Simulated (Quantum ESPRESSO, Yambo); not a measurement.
# A GW chain in Yambo: KF (Carobbiite), part 3 of 3

Aim: the G0W0 gap of KF (Carobbiite) on PBE, step by step.

Quantum ESPRESSO 7.5 and Yambo 5.3.0; PBE and many-body steps on it, plane waves. Known limits of the many-body steps: not at the basis limit; coarse k mesh.

So far. Step 3 (Bands along the symmetry lines): The gap is 6.199 eV, as in the run before at this level. Step 4 (Empty states on the mesh, 4×4×4 mesh, 94 bands): On this mesh the gap is 6.199 eV.

## Step 6: Screening and self-energy, 4×4×4 mesh, 94 bands, screening to 129.3 eV

G0W0 replaces the xc potential by the self-energy, built once from these orbitals. Only a window of levels is corrected, while the sums run over the empty bands that the input names.

This step: G0W0 on PBE, plane waves, norm-conserving pseudopotentials.

Input file gw1.in:

```
HF_and_locXC
gw0
dyson
ppa
em1d
rim_cut
RandQpts= 1000000
RandGvec= 1 RL
EXXRLvcs= 72 Ry
VXCRLvcs= 288 Ry
Chimod= "HARTREE"
% BndsRnXp
 1 | 94 |
%
NGsBlkXp= 9.5 Ry
% LongDrXp
 1 | 1 | 1 |
%
% GbndRnge
 1 | 94 |
%
DysSolver= "n"
ExtendOut
PPAPntXp= 27.21138 eV
% QPkrange
 1 | 8 | 6 | 12 |
%
```

Started as:

```
$ OMP_NUM_THREADS=1 mpirun -n 4 yambo -F gw1.in -J gw1 -C gw1 > gw1.log
```

Log:

```text
 Yambo, version 5.3.0

 [02] CORE Variables Setup
 =========================

  [... cell, symmetries and grids as in the set-up ...]

  [02.05] Energies & Occupations
  ==============================

  [X] === General ===
  [X] Electronic Temperature                        :  0.000000  0.000000 [eV K]
  [X] Bosonic    Temperature                        :  0.000000  0.000000 [eV K]
  [X] Finite Temperature mode                       : no
  [X] El. density                                   :  0.41942E+24 [cm-3]
  [X] Fermi Level                                   :  1.536558 [eV]

  [X] === Gaps and Widths ===
  [X] Conduction Band Min                           :  6.199420 [eV]
  [X] Valence Band Max                              :  0.000000 [eV]
  [X] Filled Bands                                  :   8
  [X] Empty Bands                                   :    9   94
  [X] Direct Gap                                    :  6.199420 [eV]
  [X] Direct Gap localized at k                     :  1
  [X] Indirect Gap                                  :  6.199420 [eV]
  [X] Indirect Gap between kpts                     :  1  1
  [X] Last valence band width                       :  0.344584 [eV]
  [X] 1st conduction band width                     :  3.553835 [eV]

 [03] Transferred momenta grid and indexing
 ==========================================

 IBZ Q-points                                      :   8
 BZ  Q-points                                      :   64

 K/Q-points units:
 rlu = crystal or reduced units; cc = cartesian coordinates; iku = interal k-units

 Q [1]          [rlu]:  0.000000  0.000000  0.000000
 Q [2]          [rlu]:  0.16981E-17  0.16981E-17  0.25000
 Q [3]          [rlu]: -0.33962E-17 -0.33962E-17 -0.50000
 Q [4]          [rlu]:  0.74356E-19  0.25000      0.25000
 Q [5]          [rlu]: -0.62307E-17  0.25000      0.50000
 Q [6]          [rlu]: -0.33962E-17  0.25000     -0.25000
 Q [7]          [rlu]: -0.14871E-18 -0.50000     -0.50000
 Q [8]          [rlu]:  0.250000 -0.500000 -0.250000

 [04] Coloumb potential Random Integration (RIM)
 ===============================================

  [04.01] RIM initialization
  ==========================

  * Diagonal components only detected *

  8 x (sBL volume)        :  0.120444 [a.u.]
  sBZ random points       :  1000000
  Points outside the sBZ  :   7996195
  RL volume               :  0.963556 [a.u.]
  Integrated volume       :  0.964014 [a.u.]

  [04.02] RIM integrals
  =====================

  Gamma point sphere radius             :  0.089580 [a.u.]
  Points outside the sphere             :   799659
  [Int_sBZ(q=0) 1/q^2]*(Vol_sBZ)^(-1/3) =:  7.764404
                                 should be <:  7.795600

  Summary of Coulomb integrals for non-metallic bands |Q|[au] RIM/Bare

  Q [1] 0.100000E-4 0.995998 * Q [2] 0.269426 1.064955
  Q [4] 0.311106 1.063169 * Q [6] 0.439971 1.026119
  Q [5] 0.515912 1.019126 * Q [3] 0.538852 1.017184
  Q [7] 0.622213 1.014132 * Q [8] 0.695655 1.011034

 [05] Dipoles
 ============

  [05.01] Setup: observables and procedures
  =========================================

 [06] Dynamic Dielectric Matrix (PPA)
 ====================================

 [WR./gw1//ndb.pp]---------------------------------------------------------------
  Brillouin Zone Q/K grids (IBZ/BZ)                :    8   64    8   64
  RL vectors                                       :   3383 [WF]
  Coulomb cutoff potential                         : none
  Electronic Temperature                           :  0.000000 [K]
  Bosonic    Temperature                           :  0.000000 [K]
  PPA    diel. fun.  energies                      : Perdew, Burke & Ernzerhof(X)+Perdew, Burke & Ernzerhof(C)
  wavefunctions                                    : Perdew, Burke & Ernzerhof(X)+Perdew, Burke & Ernzerhof(C)
  Global Gauge                                     : length
  X matrix size                                    :  169
  X band range                                     :    1   94
  X e/h energy range                               : -1.000000 -1.000000 [eV]
  X Time ordering                                  : R
  X Hxc Kernel                                     : HARTREE
  X Drude frequency                                :  0.000000  0.000000
  X poles                                          :  100.0000 [o/o]
  RL vectors in the sum                            :   3383
  [r,Vnl] included                                 : yes
  Field direction                                  :  0.577350E-5  0.577350E-5  0.577350E-5
  BZ energy Double Grid                            : no
  BZ energy DbGd points                            : 0
  BZ Q point size factor                           : -1.000000
  X Optical Averaged directions                    : none

 [07] Local Exchange-Correlation + Non-Local Fock
 ================================================

 [VXC] Plane waves :  21187
 [EXS] Plane waves :  2733

 QP @ state[ 1 ] K range:   1   8
 QP @ state[ 1 ] b range:   6  12

 [xc] Functional : Perdew, Burke & Ernzerhof(X)+Perdew, Burke & Ernzerhof(C)
 [xc] LIBXC used to calculate xc functional
  PP Number of Atomic Species                      :  2
  NLCC RL compoments                               :  21187
  PP Number of Atomic Species                      :  2
  NLCC RL compoments                               :  21187

 [xc] E_xc :  -9.052398 [Ha]
      E_xc :  -18.10480 [Ry]

  Local XC kind (lXC) : Perdew, Burke & Ernzerhof(X)+Perdew, Burke & Ernzerhof(C)
  Non-Local XC kind (nlXC) : Hartree-Fock

  Corrections @ K [1] :  [eV]
 <6|nlXC|6> = -29.45291 -0.73149E-17 <6|lXC|6> = -21.89882 -0.94408E-16
 <7|nlXC|7> = -29.45291  0.22497E-16 <7|lXC|7> = -21.89882 -0.18882E-15
 <8|nlXC|8> = -29.45303  0.15505E-16 <8|lXC|8> = -21.89882  0.000000
 <9|nlXC|9> = -4.028151  0.36556E-17 <9|lXC|9> = -7.969212 -0.94408E-16
 <10|nlXC|10> = -4.982533 -0.53022E-18 <10|lXC|10> = -10.84085  0.47204E-16
 <11|nlXC|11> = -4.982470 -0.58978E-18 <11|lXC|11> = -10.84085  0.59005E-17
 <12|nlXC|12> = -4.982512 -0.10830E-17 <12|lXC|12> = -10.84085  0.000000

  Corrections @ K [2] :  [eV]
 <6|nlXC|6> = -28.02415 -0.39600E-17 <6|lXC|6> = -20.55036  0.75527E-15
 <7|nlXC|7> = -29.04357 -0.51381E-17 <7|lXC|7> = -21.48441  0.56645E-15
 <8|nlXC|8> = -29.04364  0.76954E-17 <8|lXC|8> = -21.48441  0.47204E-16
[...]
Corrections @ K [3] :  [eV]
[...]
Corrections @ K [4] :  [eV]
[...]
Corrections @ K [5] :  [eV]
[...]
[... 2 further k-points ...]
  Corrections @ K [8] :  [eV]
[...]
<8|nlXC|8> = -28.81466 -0.10913E-16 <8|lXC|8> = -21.34315 -0.28323E-15
 <9|nlXC|9> = -4.912528 -0.27909E-17 <9|lXC|9> = -9.872357 -0.70806E-16
 <10|nlXC|10> = -4.912379 -0.31266E-18 <10|lXC|10> = -9.872359 -0.70806E-16
 <11|nlXC|11> = -6.101183 -0.77059E-18 <11|lXC|11> = -12.09489 -0.35403E-16
 <12|nlXC|12> = -7.484435 -0.53065E-18 <12|lXC|12> = -14.24430 -0.47204E-16

  [07.01] Hartree-Fock occupations report
  =======================================

  [Hartree-Fock] === General ===
  [Hartree-Fock] Electronic Temperature             :  0.000000  0.000000 [eV K]
  [Hartree-Fock] Bosonic    Temperature             :  0.000000  0.000000 [eV K]
  [Hartree-Fock] Finite Temperature mode            : no
  [Hartree-Fock] El. density                        :  0.41942E+24 [cm-3]
  [Hartree-Fock] Fermi Level                        :  1.536558 [eV]

  [Hartree-Fock] === Gaps and Widths ===
  [Hartree-Fock] Conduction Band Min                :  10.14048 [eV]
  [Hartree-Fock] Valence Band Max                   : -7.554217 [eV]
  [Hartree-Fock] Filled Bands                       :   8
  [Hartree-Fock] Empty Bands                        :    9   94
  [Hartree-Fock] Direct Gap                         :  17.69470 [eV]
  [Hartree-Fock] Direct Gap localized at k          :  1
  [Hartree-Fock] Indirect Gap                       :  17.69470 [eV]
  [Hartree-Fock] Indirect Gap between kpts          :  1  1
  [Hartree-Fock] Last valence band width            :  0.360868 [eV]
  [Hartree-Fock] 1st conduction band width          :  4.572603 [eV]

 [08] Dyson equation: Newton solver
 ==================================

  [08.01] G0W0 (W PPA)
  ====================

  [  GW  ] Bands range     :    1   94
  [GW/PPA] G damping       :  0.100000 [eV]

  QP @ state[ 1 ] K range:   1   8
  QP @ state[ 1 ] b range:   6  12

   Sc/G bands                                       :    1   94
   Sc/G damping                                     :  0.100000 ev
   Sc bands terminator                              : no
   Sx RL components                                 :  2733

   QP @ state[ 1 ] K range                          :   1   8
   QP @ state[ 1 ] b range                          :   6  12
   GF energies kind                                 : Perdew, Burke & Ernzerhof(X)+Perdew, Burke & Ernzerhof(C)
   GF WF`s kind                                     : Perdew, Burke & Ernzerhof(X)+Perdew, Burke & Ernzerhof(C)
   Xs energies kind                                 : Perdew, Burke & Ernzerhof(X)+Perdew, Burke & Ernzerhof(C)
   Xs WF`s kind                                     : Perdew, Burke & Ernzerhof(X)+Perdew, Burke & Ernzerhof(C)

 [11] Game Over & Game summary
```

It took 1.8 min on 4 MPI ranks of Arm Neoverse V2, shared host; peak memory 1.4 GiB; 7 min of CPU time.

Numbers from this step:

```
G0W0 gap on the mesh                         : 9.542 eV
starting gap on the mesh                     : 6.199 eV
k of the valence top                         : 0, 0, 0
k of the conduction bottom                   : 0, 0, 0
least direct G0W0 gap on the computed points : 9.542 eV
Z at the valence top                         : 0.8132
Z at the conduction bottom                   : 0.9009
```

The gap on the mesh goes from 6.20 eV to 9.54 eV, a correction of +3.34 eV.

Limits: finite bands, cutoff and mesh; coarse k mesh. v1 is the top filled band, c1 the lowest empty one. The levels before and after the correction (eV, zero at the valence-band top of each column):

|  | conduction bottom | valence top |
| --- | --- | --- |
| Kohn-Sham | 6.20 | 0.00 |
| G0W0 | 9.54 | 0.00 |

|  | level | energy (eV) |
| --- | --- | --- |
| Kohn-Sham | Γ v3-v1 | 0.000 |
| Kohn-Sham | Γ c1 | 6.199 |
| Kohn-Sham | Γ c2-c4 | 10.694 |
| G0W0 | Γ v3-v1 | 0.000 |
| G0W0 | Γ c1 | 9.542 |
| G0W0 | Γ c2-c4 | 15.524 |

## Step 7: Where the time went

Times are wall times on the hardware named with each run, good to a factor of about two.

| step | time | share | memory (GiB) |
| --- | --- | --- | --- |
| ground state | 2.9 s | 2 % | 0.22 |
| bands along the symmetry lines | 3.1 s | 3 % | 0.2 |
| empty states on the mesh | 4.5 s | 4 % | 0.28 |
| conversion and set-up | 2.1 s | 2 % | 0.24 |
| screening and self-energy | 1.8 min | 89 % | 1.4 |

## Step 8: What came out

| Item | Value |
| --- | --- |
| PBE gap | 6.20 eV, direct |
| G0W0 gap on the mesh | 9.54 eV |
| GW settings | 4×4×4 mesh, 94 bands, screening to 129.3 eV, Godby-Needs plasmon pole |
| known limits | not at the basis limit; coarse k mesh |

G0W0 moves the gap on the mesh from 6.20 eV to 9.54 eV (+3.34 eV), with Z of 0.81 and 0.90 at the edges. The dearest step here is «screening and self-energy». Bands and cutoff are finite, so the gap is not at the basis limit. The miss can reach some tenths of an eV and take either sign; the mesh is an error of its own. The 4×4×4 mesh is coarse for this cell, which bears on the long-range parts of exchange and screening.

[Paths, hosts, dates, memory and timing lines, banners, echoed tables and standing remarks are left out of the program output.]

[Logs are printed without paths, hosts, clocks, repeated set-up lines and the standing remarks that a program may print on its own settings, such as how far it seeks lower states.]

[Runs of the session that timed out or met a known fault of the program may be left out.]

[Hosts, paths, dates, database ids (printed as entryN), source tags and the programs' standing remarks are cut or masked in the printed files.]
